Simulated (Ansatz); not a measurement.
A series in volume per atom on Sb

All results are calculated (Ansatz 0.2.0 development build). Equation of state of a cubic crystal from periodic Kohn-Sham density functional theory without spin; pressure corrected for the finite basis.

Cell of the first row (space group Fd-3m, No. 227):
```
cell vectors (Å)
   0.0000     3.4015     3.4015
   3.4015     0.0000     3.4015
   3.4015     3.4015     0.0000
atoms (fractions of the cell vectors)
Sb  0.00000  0.00000  0.00000
Sb  0.25000  0.25000  0.25000
```

Settings of every row: formula Sb; structure type diamond; functional r2SCAN; spin treatment none; k mesh 9x9x9; occupation method fermi-dirac; occupation width 0.1 eV; wave cutoff 460 eV; datasets hand-made PAW; density cutoff ratio 4; xc grid level 2.

Limits: a cubic model structure, not a phase known at ambient conditions; the SCF threshold is loose for a stress in some rows.

```
row  volume per atom (Å³)  energy above lowest point (meV/atom)  pressure (GPa)
  1                39.355                                     ?               ?
  2                40.639                                  4.25             1.1
  3                41.922                                     0          -0.011
  4                43.206                                  4.01          -0.968
  5                44.489                                 15.15          -1.792
```

Question: what energy above lowest point and pressure should row 1 give?

Worked fit of energy above lowest point. Take u = (V_r/V)^(2/3) − 1 with V_r = 42.564 Å³ an atom, which is twice the finite (Eulerian) strain; such expansions in the strain, on which the Birch-Murnaghan equation of state is built, carry the rest volume and the bulk modulus. The shown rows have u = 0.03133, 0.01018, -0.00993, -0.02906. Least squares give energy above lowest point = 1.047 − 202.5 × u + 9729.2 × u² meV/atom; a straight line predicts inner rows, each left out in turn, worse (root mean square 5.6 against 0.015 meV/atom). The rows lie off it by 0.00, 0.01, -0.01, 0.00. Its lowest point lies at u = 0.0104, or V = 41.91 Å³ an atom, and the curvature there gives the bulk modulus at fixed shape and fractions, B = (4/9)(1 + u)² E″(u)/V = 33.8 GPa. The withheld row has u = 0.05365, so the fit gives 1.047 − 202.5 × (0.05365) + 9729.2 × (0.05365)² = 18.19 meV/atom.

The calculation gave 18.1 meV/atom. The fit lies 0.09 meV/atom (0.5 % of the column's range) above it; its largest miss of a shown row is 0.01 meV/atom. This row lies beyond the range of the fit.

Worked fit of pressure. Take u = (V_r/V)^(2/3) − 1 with V_r = 42.564 Å³ an atom, which is twice the finite (Eulerian) strain; such expansions in the strain, on which the Birch-Murnaghan equation of state is built, carry the rest volume and the bulk modulus. The shown rows have u = 0.03133, 0.01018, -0.00993, -0.02906. Least squares give pressure = −0.5074 + 47.616 × u + 117.55 × u² GPa; a straight line predicts inner rows, each left out in turn, worse (root mean square 0.068 against 0.0013 GPa). The rows lie off it by 0.000, -0.001, 0.001, 0.000. The pressure vanishes at u = 0.0104, or V = 41.91 Å³ an atom, and there the bulk modulus at fixed shape and fractions is B = −V dP/dV = (2/3)(1 + u) dP/du = 33.7 GPa. The withheld row has u = 0.05365, so the fit gives −0.5074 + 47.616 × (0.05365) + 117.55 × (0.05365)² = 2.386 GPa.

The calculation gave 2.39 GPa. The fit lies 0.004 GPa (0.096 % of the column's range) below it; its largest miss of a shown row is 0.001 GPa. This row lies beyond the range of the fit.
